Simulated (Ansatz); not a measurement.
A 12-atom cell of B (R-3m) from a materials database, relaxed with r2SCAN. The symmetry is R-3m (No. 166, trigonal); conventional cell a = 4.899 Å, c = 12.514 Å, 7.22 Å³ an atom. B has 6 B at 1.67–1.80 Å; B has 5 B at 1.77–1.80 Å.

```yaml
crystal:
  lattice:
    - [2.44941, 1.41417, 4.17120]
    - [-2.44941, 1.41417, 4.17120]
    - [0.00000, -2.82833, 4.17120]
  atoms:
    - { symbol: B, position: [0.00986, 0.65443, 0.00986] }
    - { symbol: B, position: [0.00986, 0.00986, 0.65443] }
    - { symbol: B, position: [0.65443, 0.00986, 0.00986] }
    - { symbol: B, position: [0.34557, 0.99014, 0.99014] }
    - { symbol: B, position: [0.99014, 0.34557, 0.99014] }
    - { symbol: B, position: [0.99014, 0.99014, 0.34557] }
    - { symbol: B, position: [0.22050, 0.63176, 0.22050] }
    - { symbol: B, position: [0.22050, 0.22050, 0.63176] }
    - { symbol: B, position: [0.63176, 0.22050, 0.22050] }
    - { symbol: B, position: [0.36824, 0.77950, 0.77950] }
    - { symbol: B, position: [0.77950, 0.36824, 0.77950] }
    - { symbol: B, position: [0.77950, 0.77950, 0.36824] }
```

The questions ask for values computed with the plane-wave code Ansatz on this geometry. Spin-unpolarised throughout; all numbers are computed.

Given (6×6×6 mesh): r2SCAN gives an indirect gap of 1.60 eV, from T to k = (0.260, -0.318, -0.318); the least direct gap is 2.04 eV at Γ–T (0.20 of the way from Γ).

(1) What does HSE06 give for the gap (4×4×4 mesh)?

(2) What does PBE0 give for the gap (4×4×4 mesh)?

(3) What are ε∞ and the Born charges with r2SCAN?

(4) What do these levels agree on?

Answers

(1) HSE06 gives an indirect gap of 2.10 eV, from T to Γ; the least direct gap is 2.50 eV at Γ. A second conduction valley, at k = (0.260, -0.318, -0.318), lies only 38 meV higher, so their order isn't settled. The gap differs by +0.50 eV from r2SCAN's.

(2) With PBE0 the valence top lies at T and the conduction bottom at Γ, 2.77 eV higher; the smallest vertical gap, at Γ–T (0.20 of the way from Γ), is 3.18 eV. The gap differs by +1.17 eV from r2SCAN's.

(3) The clamped-ion dielectric constant comes out as 9.85 along x and y, 7.35 along z. Born charges, averaged over directions: B -0.17 to +0.17 e. The program notes that the ground state's band table doesn't vouch for all the bands that the response reads.

(4) All these functionals give a gap of the same kind, indirect.

Where an edge lies off the special points, it is a point of the mesh or the k point where a search put PBE's edge or least direct gap, reused for the other functionals, whose own edges may lie a little apart.

Coordinates of k points refer to the reciprocal vectors of the primitive cell of the runs.

The meshes of the hybrids are coarse, so their gaps aren't converged to the digits shown.

PBE's own run along the path (1.55 eV) came before the search for the edges and missed one, so it isn't listed.
